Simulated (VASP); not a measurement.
**Br under changes of volume**

One of the cells (32.309 Å³/atom); the others are scaled copies at fixed shape and fractional positions:

```
Br
1.0
    -1.29529    1.73139    3.60169
     1.29529   -1.73139    3.60169
     1.29529    1.73139   -3.60169
Br
1
Cartesian
  0.0000 0.0000 0.0000
```

```yaml
Program: VASP 6.6.1
Functional: PBE
Potentials_or_basis: VASP PAW PBE potentials, release 64 (Br)
Cutoff: 520 eV
k_mesh: 13 × 13 × 13
Occupations: fermi-dirac, width 0.05 eV
Spin: no spin polarisation
```

```csv
volume (Å³/atom),energy over the lowest point (meV/atom),pressure (GPa)
29.775,?,?
30.409,18.03,2.6
31.042,9.35,1.8
32.309,0.65,0.5
32.943,0.00,-0.1
33.576,1.47,-0.6
```

Q: What does the run at 29.775 Å³/atom give?

A: Energy over the lowest point 30.07 meV/atom; pressure 3.5 GPa.

Worked out: A Birch-Murnaghan fit of order 3 (a polynomial in V^(-2/3)) to the other rows has its minimum at 32.81 Å³/atom with B0 = V·E''(V) = 28 GPa and B' = 5.1 at fixed shape and positions, which overstates the stiffness. It gives 30.10 meV/atom at 29.775 Å³/atom, against the run's 30.07, and -dE/dV = 3.5 GPa, against 3.5.

Energies are extrapolated to zero smearing.

Caveats: an odd number of electrons without spin polarisation forces a metal; a magnetic or distorted state may lie lower.
